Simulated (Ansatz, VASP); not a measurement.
# Cross-check of C (graphene, 2 layers, AB stacking) between VASP and Ansatz, part 2 of 2

One calculation is typed for both programs; each brings its own data sets. How far apart do they land? Of the first pair: The structure shown is the start of the Ansatz relaxation below; VASP solves that cell, so the two are compared at the walk's first step.

VASP 6.6.1 and Ansatz 0.2.0.

So far: The structure; Ansatz: relaxation, PBE with D3(BJ); VASP: single point, PBE with D3(BJ), start cell, pair 1.

## Step 4: Side by side

Known differences besides the potentials themselves: the cutoff is 420 eV in Ansatz and 520 eV in VASP. Total energies have different zeros and are not compared.

With vacuum in the cell, a pressure given here is an average over mostly empty space and none of the material.

## Step 5: Ansatz: relaxation, PBE with D3(BJ)

This run makes the geometry at which the two programs are then compared.

The structure compared here is the end of the Ansatz relaxation.

The input, input.yaml:

```yaml
crystal:
  lattice:
    - [2.467, 0.0, 0.0]
    - [-1.2335, 2.1364846711, 0.0]
    - [0.0, 0.0, 25.3]
  atoms:
    - { symbol: C, position: [0.6666666667, 0.3333333333, 0.4347826087] }
    - { symbol: C, position: [0.3333333333, 0.6666666667, 0.4347826087] }
    - { symbol: C, position: [0.0, 0.0, 0.5652173913] }
    - { symbol: C, position: [0.6666666667, 0.3333333333, 0.5652173913] }
kpoints:
  mp_grid: { grid: [12, 12, 1] }
hamiltonian:
  xc: pbe
  dispersion: d3bj
scf:
  occupations: { method: fermi_dirac, width: 0.05 }
  convergence: { dr2_threshold: 1.0e-08 }
efield:
  axis: 3
  dipole_correction: true
  ramp_position: 0.97
  ramp_width: 0.04
relax:
  f_tol: 0.01
  cell: { fix: [c, alpha, beta] }
output:
  write_potential: true
  write_density: true
  volumetric_format: npy
```

The run is started by

```bash
$ ansatz run input.yaml --threads 4 --pin off --max-ram 8192MiB --backend cpu --events-out ev --progress --plain --runs-dir out
```

Numbers of over 12 decimals in the logs are rounded to 6 here.

Output:

```text
[...]
Crystal: 4 atoms, lattice volume = 133.349 Å³
Basis set: ecut = 420 eV, 2515 PW (Γ), exchange–correlation on 36×36×360 points (8 copies of the dense FFT grid, shifted against one another)
[...]
cell:  # Å, volume = 133.1996 Å³
    - [2.465619, 0.0, 0]
    - [-1.232809, 2.135288, 0]
    - [0, 0, 25.3]
  atoms:
    - { symbol: C, position: [0.666667, 0.333333, 0.433013] }
    - { symbol: C, position: [0.333333, 0.666667, 0.432982] }
    - { symbol: C, position: [-2.1762812741130657e-17, -1.850371707600889e-17, 0.567018] }
    - { symbol: C, position: [0.666667, 0.333333, 0.566987] }
[key lines of the parts left out:]
SCF converged after 3 iterations
Free energy (F): -1004.216047 eV
Fermi energy:    -1.287127 eV
Dipole field:    D = 0.000004 V/Å  (p = 0.000003 e·Å, saw-weighted, corrected)
Work function:   Φ+ = 4.2761 eV   Φ− = 4.2762 eV
P = ⅓ Tr σ = -0.0199 GPa (-0.199 kbar)
```

## Step 6: VASP: single point, PBE with D3(BJ), relaxed cell, pair 2

The same cell, functional, mesh and smearing now go to VASP, with its own data sets.

The input, INCAR:

```
SYSTEM = C
PREC = Accurate
ENCUT = 600
EDIFF = 1E-06
NELM = 120
ISMEAR = -1
SIGMA = 0.05
LREAL = .FALSE.
ALGO = Normal
GGA = PE
IVDW = 12
NBANDS = 14
LORBIT = 11
LWAVE = .FALSE.
LCHARG = .FALSE.
ISIF = 2
LDIPOL = .TRUE.
IDIPOL = 3
DIPOL = 0.5 0.5 0.5
LVHAR = .TRUE.
LASPH = .TRUE.
GGA_COMPAT = .FALSE.
NELMDL = -8
```

The input, POSCAR:

```
C
1.0
    2.4656185469      0.0000000000      0.0000000000
   -1.2328092734      2.1352882976      0.0000000000
    0.0000000000      0.0000000000     25.3000000000
C
4
Direct
    0.6666666667      0.3333333333      0.4330132366
    0.3333333333      0.6666666667      0.4329818919
    0.0000000000      0.0000000000      0.5670181076
    0.6666666667      0.3333333333      0.5669867638
```

The input, KPOINTS:

```
Automatic mesh
0
Gamma
12 12 1
0 0 0
```

PAW data sets: C (PBE family, release 64).

The run is started by

```bash
$ mpirun -np 1 vasp_std
```

Output:

```text
[... set-up lines as in an earlier step ...]
 entering main loop
       N       E                     dE             d eps       ncg     rms          rms(c)
DAV:   1     0.131614024344E+03    0.13161E+03   -0.66920E+03   532   0.979E+02
DAV:   2    -0.228723794248E+02   -0.15449E+03   -0.13565E+03   824   0.208E+02
DAV:   3    -0.389232220381E+02   -0.16051E+02   -0.15888E+02   690   0.777E+01
DAV:   4    -0.393242197176E+02   -0.40100E+00   -0.39897E+00   718   0.151E+01
[...]
DAV:  21    -0.368825256714E+02   -0.46370E-05   -0.93244E-08   476   0.157E-03    0.688E-04
DAV:  22    -0.368825297998E+02   -0.41284E-05   -0.68810E-08   440   0.127E-03    0.256E-04
DAV:  23    -0.368825300841E+02   -0.28429E-06   -0.94016E-09   488   0.490E-04
   1 F= -.37357973E+02 E0= -.37356993E+02  d E =-.196137E-02
```

OUTCAR, selected parts (step 6):

```text
 Edisp (eV)   -0.47544

  Total       0.01801     0.01801    -0.08182     0.00000     0.00000    -0.00000
  in kB       0.21662     0.21662    -0.98420     0.00000     0.00000    -0.00000
  external pressure =       -0.18 kB  Pullay stress =        0.00 kB

 POSITION                                       TOTAL-FORCE (eV/Angst)
 -----------------------------------------------------------------------------------
      1.23281      0.71176     10.95523         0.000000      0.000000     -0.000128
     -0.00000      1.42353     10.95444         0.000000     -0.000000      0.002016
      0.00000      0.00000     14.34556        -0.000000      0.000000     -0.002016
      1.23281      0.71176     14.34477        -0.000000     -0.000000      0.000128
 -----------------------------------------------------------------------------------
    total drift:                               -0.000001      0.000001      0.000005

  FREE ENERGIE OF THE ION-ELECTRON SYSTEM (eV)
  ---------------------------------------------------
  free  energy   TOTEN  =       -37.3579732826 eV

  energy  without entropy=      -37.3560119169  energy(sigma->0) =      -37.35699260

[... 1 part as in an earlier step ...]

[... 2 further parts left out ...]
[key lines of the parts left out:]
E-fermi :  -1.8989
```

## Step 7: Side by side

What differs besides the data sets and the points named for the pairs above, as far as they apply: the cutoff is 420 eV in Ansatz and 600 eV in VASP; Ansatz's pressure holds a Pulay correction, VASP's none. Total energies have different zeros and are not compared.

Compared:

| quantity | Ansatz | VASP | difference |
| --- | --- | --- | --- |
| pressure (GPa) | -0.02 | -0.02 | 0.00 |
| work function, lower of the two faces (eV) | 4.28 | 4.28 | 0.00 |
| work function, higher of the two faces (eV) | 4.28 | 4.28 | 0.00 |

With vacuum in the cell, a pressure given here is an average over mostly empty space and none of the material.

## Step 8: Summary of results

```json
{"r.m.s. force difference (single point, PBE with D3(BJ), start cell, pair 1)": "0.35 meV/Å", "difference in work function, lower of the two faces (single point, PBE with D3(BJ), relaxed cell, pair 2)": "-0.0018 eV"}
```

**Reading.** The r.m.s. force difference is 0.35 meV/Å (single point, PBE with D3(BJ), start cell, pair 1), within the 12 meV/Å picked in this series as the mark of a large difference. How closely two codes agree says nothing of how well the functional describes the real material.

[Lines on the potential files, build, host, timing and source positions are cut from VASP's logs without a mark.]

[Logs are printed without paths, hosts, clocks, repeated set-up lines and the standing remarks that a program may print on its own settings, such as how far it seeks lower states.]

[Hosts, paths, dates, database ids (printed as entryN), source tags and the programs' standing remarks are cut or masked in the printed files.]
